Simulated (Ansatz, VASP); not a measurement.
**Two plane-wave programs on GaP**

```
CELL_PARAMETERS angstrom
0.00000 2.88876 2.72525
2.72525 0.00000 2.72525
2.72525 2.88876 0.00000
ATOMIC_POSITIONS crystal
Ga 0.00000 0.00000 0.00000
P 0.75000 0.75000 0.75000
```

Change from the starting cell: strain +0.0600 x Voigt [0, 1, 0, 0, 0, 0], atoms carried along.

Alike in both runs: task single point; functional LDA; k mesh 8 × 8 × 8; occupations gaussian, width 0.05 eV; no spin polarisation.

|  | VASP | Ansatz |
| --- | --- | --- |
| version | VASP 6.6.1 | Ansatz 0.2.0 |
| potentials or method | VASP PAW LDA potentials, release 64 (Ga_d, P) | scalar-relativistic, plane waves, PAW |
| plane-wave cutoff (eV) | 520 | 420 |
| valence electrons in the cell | 18 | 18 |

Ansatz gave:

- gap on the k mesh at the Fermi level (eV): 0.99
- least direct gap on the mesh (eV): 0.99
- pressure (GPa): -6.7
- largest component of the traceless stress (GPa): 3.23

Q: What did VASP give for the same quantities?

A: gap on the k mesh at the Fermi level (eV): 1.02; least direct gap on the mesh (eV): 1.02; pressure (GPa): -6.7; largest component of the traceless stress (GPa): 3.23.

A k mesh can miss the band edges.
